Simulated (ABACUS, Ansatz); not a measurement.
Fitting the PBEsol energy curve of SrO

Symmetry: Fm-3m, No. 225, cubic system. Conventional cell: a = 5.133 Å, b = 5.133 Å, c = 5.133 Å, α = 90.00°, β = 90.00°, γ = 90.00°. Around Sr (site symmetry m-3m) lie 6 O at 2.57 Å. O (site symmetry m-3m) is surrounded by 6 Sr at 2.57 Å.

The cell was scaled at fixed shape and fractions and run with Ansatz, Ansatz PAW (files of its older set among them), cutoff 930 eV; PBEsol, k mesh 9 × 9 × 9 on the cell of 2 atoms, fermi-dirac occupations of 0.05 eV, no spin polarisation, no spin-orbit coupling. The potentials were made for PBE. Energies are those that the program minimises, any entropy of the smearing included.

```tsv
V (Å³/atom)	energy over the lowest row (meV/atom)
15.8873	15.964
16.2253	?
16.5634	0.835
16.9014	0.000
17.2394	3.026
17.5774	9.506
17.9155	19.077
```

Question: Fit the third-order Birch-Murnaghan form, give V0, B0 and B′, and predict the energy left open.

Answer: With y = (V0/V)^(2/3), E = E0 + (9 V0 B0/16) [(y - 1)³ B′ + (y - 1)² (6 - 4y)]. Least squares through the rows shown give V0 = 16.8007 Å³/atom, E0 = -0.174 meV, B0 = 93.91 GPa (1 eV/Å³ = 160.218 GPa) and B′ = 4.54, with a largest miss of 0.002 meV. At V = 16.2253 the form with these constants gives 5.985 meV; the run gave 5.986 meV an atom. Other set-ups at this level, from all their volumes (Å³/atom, GPa): ABACUS, PseudoDojo NC SR 0.4.1 PBEsol standard, plane waves: V0 16.768, B0 94.05; Ansatz, Ansatz PAW (made for PBE): V0 16.801, B0 93.67; Ansatz, JTH PAW (made for PBE): V0 16.775, B0 93.91; Ansatz, PseudoDojo standard (made for PBE): V0 16.769, B0 94.04. Measured volume: 17.18 Å³/atom at 298.15 K (a printed reference work), so the fit lies -2.2 % from it. The runs are for a static lattice.
